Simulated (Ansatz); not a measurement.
# HfO2 (P4_2/nmc): scan of the energy under strain, by script

What does a strain cost in HfO2 (P4_2/nmc)? A script is to give a scan of the energy under strain; the system is HfO2 (P4_2/nmc).

Computed with Ansatz 0.2.0 through its Python package. Level of theory: DFT PBEsol, plane waves, PAW.

## Step 1: The system

It takes space group P4_2/nmc (No. 137, tetragonal). The conventional cell has a = 3.558 Å, b = 3.558 Å, c = 5.172 Å, α = 90.00°, β = 90.00°, γ = 90.00°. Hf (site symmetry -4m2) has 4 O at 2.05 Å as nearest neighbours. O (site symmetry 2mm) has 2 Hf at 2.05 Å as nearest neighbours.

The script holds or builds the structure itself.

## Step 2: The script

Input file run_strain.py:

```python
"""A tetragonal strain scan of HfO2."""

import ansatz
import numpy as np
from tabulate import tabulate

vectors0 = np.array([
    [3.558019, 0.0, 0.0],
    [0.0, 3.558019, 0.0],
    [0.0, 0.0, 5.171861],
])
sites = [
    ("Hf", [0.5, 0.5, 0.5]),
    ("Hf", [0.0, 0.0, 0.0]),
    ("O", [0.0, 0.5, 0.697208]),
    ("O", [0.5, 0.0, 0.802792]),
    ("O", [0.5, 0.0, 0.302792]),
    ("O", [0.0, 0.5, 0.197208]),
]


def on_lattice(cell):
    crystal = ansatz.Crystal(lattice=ansatz.Lattice.of(cell))
    for symbol, position in sites:
        crystal = crystal.atom(symbol, position)
    return crystal

# clamped ions: the fractional positions stay as typed
values = np.linspace(-0.03, 0.03, 5)
energies = []
for d in values:
    strain = np.diag([d, d, (1 + d) ** -2 - 1])
    cell = vectors0 @ (np.eye(3) + strain)
    calc = on_lattice(cell).calculation()
    calc = calc.functional(ansatz.Functional.PBESOL).pseudopotentials("paw")
    calc = calc.basis(550)
    calc = calc.occupations("gaussian", width=0.02).kpoints(6, 6, 4)
    calc = calc.stress()
    report = calc.run().report
    energies.append(report["free_energy_ev"] / len(sites))
    s = report["stress_gpa"]
    print(f"d = {d:+.4f}  stress xx yy zz xy (GPa, compression positive): {s[0][0]:8.3f} {s[1][1]:8.3f} {s[2][2]:8.3f} {s[0][1]:8.3f}")
energies = np.array(energies)

print(tabulate(zip(values, 1000 * (energies - energies.min())), headers=["strain", "dE (meV/atom)"], floatfmt=".3f"))
curvature = 2 * np.polyfit(values, energies, 3)[1]
volume = abs(np.linalg.det(vectors0)) / len(sites)
print(f"d2E/dd2 over the volume: {curvature / volume * 160.21766:.1f} GPa")
```

## Step 3: The calls as engine input

The package turns the script's settings into the engine's input (first run):

```yaml
crystal:
  lattice:
    - [3.45127843, 0.0, 0.0]
    - [0.0, 3.45127843, 0.0]
    - [0.0, 0.0, 5.496716973110852]
  atoms:
    - { symbol: Hf, position: [0.5, 0.5, 0.5] }
    - { symbol: Hf, position: [0.0, 0.0, 0.0] }
    - { symbol: O, position: [0.0, 0.5, 0.697208] }
    - { symbol: O, position: [0.5, 0.0, 0.802792] }
    - { symbol: O, position: [0.5, 0.0, 0.302792] }
    - { symbol: O, position: [0.0, 0.5, 0.197208] }
basis:
  ecutwfc: 550.0
kpoints:
  mp_grid:
    grid: [6, 6, 4]
hamiltonian:
  xc: pbesol
  pseudopotentials:
    kind: paw
scf:
  occupations:
    method: gaussian
    width: 0.02
output:
  stress: true
```

## Step 4: Running it

The run is started by

```bash
> python run_strain.py
```

The program printed:

```text
d = -0.0300  stress xx yy zz xy (GPa, compression positive):   14.415   14.415  -16.593    0.000
d = -0.0150  stress xx yy zz xy (GPa, compression positive):    8.335    8.335   -7.846    0.000
d = +0.0000  stress xx yy zz xy (GPa, compression positive):    2.113    2.113    1.395    0.000
d = +0.0150  stress xx yy zz xy (GPa, compression positive):   -4.183   -4.183   11.185    0.000
d = +0.0300  stress xx yy zz xy (GPa, compression positive):  -10.498  -10.498   21.623    0.000
  strain    dE (meV/atom)
--------  ---------------
  -0.030           67.015
  -0.015           17.540
   0.000            0.000
   0.015           14.707
   0.030           62.000
d2E/dd2 over the volume: 2104.8 GPa
```

Run time: 29 s. Hardware: 1 thread of Arm Neoverse V2, shared host; peak memory 0.47 GiB.

## Step 5: Inputs of later runs

The engine's inputs for some of the other runs:

Run 3, against run 1:

```diff
@@ -3,3 +3,3 @@
-    - [3.45127843, 0.0, 0.0]
-    - [0.0, 3.45127843, 0.0]
-    - [0.0, 0.0, 5.496716973110852]
+    - [3.558019, 0.0, 0.0]
+    - [0.0, 3.558019, 0.0]
+    - [0.0, 0.0, 5.171861]
```

Run 4, against run 1:

```diff
@@ -3,3 +3,3 @@
-    - [3.45127843, 0.0, 0.0]
-    - [0.0, 3.45127843, 0.0]
-    - [0.0, 0.0, 5.496716973110852]
+    - [3.6113892849999996, 0.0, 0.0]
+    - [0.0, 3.6113892849999996, 0.0]
+    - [0.0, 0.0, 5.020127642019948]
```

Run 5, against run 1:

```diff
@@ -3,3 +3,3 @@
-    - [3.45127843, 0.0, 0.0]
-    - [0.0, 3.45127843, 0.0]
-    - [0.0, 0.0, 5.496716973110852]
+    - [3.6647595699999997, 0.0, 0.0]
+    - [0.0, 3.6647595699999997, 0.0]
+    - [0.0, 0.0, 4.8749750212084075]
```

## Step 6: The engine's runs

The 5 runs, in the order started:

| run | strain | energy from run 3 (meV/atom) | pressure (GPa) | SCF cycles | CPU time (s) |
| --- | --- | --- | --- | --- | --- |
| 1 | -0.030 | 67.01 | 4.08 | 7 | 5.9 |
| 2 | -0.015 | 17.54 | 2.94 | 7 | 5.9 |
| 3 | 0.000 | 0.00 | 1.87 | 7 | 5.5 |
| 4 | 0.015 | 14.71 | 0.94 | 7 | 5.3 |
| 5 | 0.030 | 62.00 | 0.21 | 7 | 5.1 |

## Step 7: What came out

| quantity | value |
| --- | --- |
| curvature under the strain | 2104.8 GPa |
| runs compared | 5 |
| range of energy | 67.01 meV/atom |
| lowest point, strain | 0.000 |

What this shows: Against the unstrained cell the energy per atom changes by +67.01 meV at one end of the scan and +62.00 meV at the other, and its second derivative over the volume is 2104.8 GPa. Caveats:
- The run is spin-unpolarised.
- The curvature belongs to this strain pattern and to the cell's stress; it equals a single elastic constant only for simple patterns.
- Spin-orbit coupling, which matters for elements this heavy, is left out.
- The structure comes from a database of computed cells and needn't be a stable or known phase.
- The ions keep their fractional positions (clamped ions).
